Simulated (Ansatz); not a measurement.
Runs of Ansatz 0.2.0 on Ga. The structure is monoclinic, space group C2/c (No. 15). The conventional cell has a = 2.766 Å, b = 8.053 Å, c = 3.332 Å, α = 90.00°, β = 92.02°, γ = 90.00°. Around Ga (site symmetry 2) lie 8 Ga at 2.69 to 2.92 Å. This isn't the form of Ga at room conditions, which is orthorhombic.

| task | level | potentials or basis | spin | cell | k mesh | cutoff (eV) | pressure (GPa) | relaxed volume (Å³/atom) | largest force (eV/Å) |
| --- | --- | --- | --- | --- | --- | --- | --- | --- | --- |
| band structure | LDA | all-electron LAPW, scalar-relativistic | off | as given | 10 × 10 × 8 | 256 | (a) | - | 0.18 |
| band structure | PBEsol | all-electron LAPW, scalar-relativistic | off | as given | 8 × 8 × 6 | 256 | -1.7 | - | 0.21 |
| band structure | PBEsol | all-electron LAPW, relativistic spinors | SOC, no magnetisation | as given | 8 × 8 × 6 | 256 | -1.7 | - | 0.21 |
| band structure | PBEsol | all-electron LAPW, inner shells corrected to Dirac's equation | off | as given | 10 × 10 × 8 | 256 | -1.9 | - | 0.20 |
| band structure | PBEsol | all-electron LAPW, scalar-relativistic | off | as given | 10 × 10 × 8 | 256 | -1.9 | - | 0.20 |
| band structure | PBEsol | all-electron LAPW, relativistic spinors | SOC, no magnetisation | as given | 7 × 7 × 6 | 256 | -1.5 | - | 0.14 |
| relaxation of cell and atoms | BLYP+D3(BJ) | all-electron LAPW, scalar-relativistic | off | relaxed | 10 × 10 × 8 | - | 0.0 | (b) | - |
| relaxation of cell and atoms | BLYP | all-electron LAPW, scalar-relativistic | off | relaxed | 10 × 10 × 8 | - | 0.0 | 21.80 | - |

Alike in all rows: smearing fermi-dirac 0.05 eV; basis error allowed 0.001 eV/atom.

Task: Fill in the values left out.

Result: (a) -3.9; (b) 18.84.

Caveats: the k mesh is thin for a metal, which can move the energy by tens of meV per atom (some runs); the volume moved by over 15 % at a fixed basis, so the end points are rough (some runs).

Not every run made on this cell is shown here.
